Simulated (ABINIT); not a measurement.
Runs of ABINIT 10.8.3 (patched build) on Nb. It takes space group Im-3m (No. 229, cubic). Conventional cell: a = 3.328 Å, b = 3.328 Å, c = 3.328 Å, α = 90.00°, β = 90.00°, γ = 90.00°. Nb (site symmetry m-3m) has 8 Nb at 2.88 Å as nearest neighbours. 

```tsv
level	spin	cutoff (eV)	fine-grid cutoff	gap on the mesh (eV)	pressure (GPa)
PBE	off	435	870.764 eV	none	-2.5
SCAN	off	517	1034.03 eV	none	(a)
PW91	off	517	1034.03 eV	none	-2.5
PBE	SOC, no magnetisation	435	870.764 eV	none	-2.5
AM05	off	517	1034.03 eV	none	-8.5
```

Alike in all rows: task band structure; potentials or basis JTH PAW PBE v2.0; cell as given; k mesh 11 × 11 × 11; smearing fermi-dirac 0.05 eV.

**Question.** Fill in the values left out.

**Answer.** (a) -4.7.

Caveats: the PAW data sets were made with another functional, which shifts forces and pressure a little (some runs).

A k mesh can miss the band edges, and rows without SOC leave out spin-orbit coupling on Nb.

A gap of «none» marks a metal or a gap under the smearing width.
